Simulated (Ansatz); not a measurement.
# GaAs: the cost of one run

Program: Ansatz 0.2.0. Level of theory: DFT PBEsol, scalar-relativistic, plane waves, PAW. These are calculated values, not measurements.

2 further runs of the same task are left out: 2 set aside as unsound or not needed.

## Step 1: The structure to begin with

It takes space group F-43m (No. 216, cubic). Conventional cell: a = 5.659 Å, b = 5.659 Å, c = 5.659 Å, α = 90.00°, β = 90.00°, γ = 90.00°. Ga (site symmetry -43m) has 4 As at 2.45 Å as nearest neighbours. Around As (site symmetry -43m) lie 4 Ga at 2.45 Å.

Structure file:

```xyz
2
Lattice="0.0000 2.8295 2.8295 2.8295 0.0000 2.8295 2.8295 2.8295 0.0000" Properties=species:S:1:pos:R:3 pbc="T T T"
Ga    0.0000    0.0000    0.0000
As    4.2443    4.2443    4.2443
```

An earlier run at PBEsol left this cell at 22.653 Å³/atom and 0.00 GPa (10×10×10 mesh).

## Step 2: Response at Γ by perturbation theory

input.yaml reads:

```yaml
crystal:
  lattice:
    - [0.0, 2.8295099419, 2.8295099419]
    - [2.8295099419, 0.0, 2.8295099419]
    - [2.8295099419, 2.8295099419, 0.0]
  atoms:
    - { symbol: Ga, position: [0.0, 0.0, 0.0] }
    - { symbol: As, position: [0.75, 0.75, 0.75] }
basis:
  ecutwfc: 420
  ecutrho_ratio: 4
kpoints:
  mp_grid: { grid: [10, 10, 10] }
hamiltonian:
  xc: pbesol
scf:
  occupations: { method: fixed }
output: {}
phonons:
  method: dfpt
  dielectric: true
  rigid_motions: translations
```

Run with:

```sh
ansatz run input.yaml --threads 4 --pin off --max-ram 7168MiB --backend cpu --events-out ev --progress --plain --runs-dir out
```

What time and memory should one allow on 4 threads of Intel Xeon at 2.50GHz (Skylake/Cascade Lake), shared host?

About 2.3 min, with a peak of 0.98 GiB.
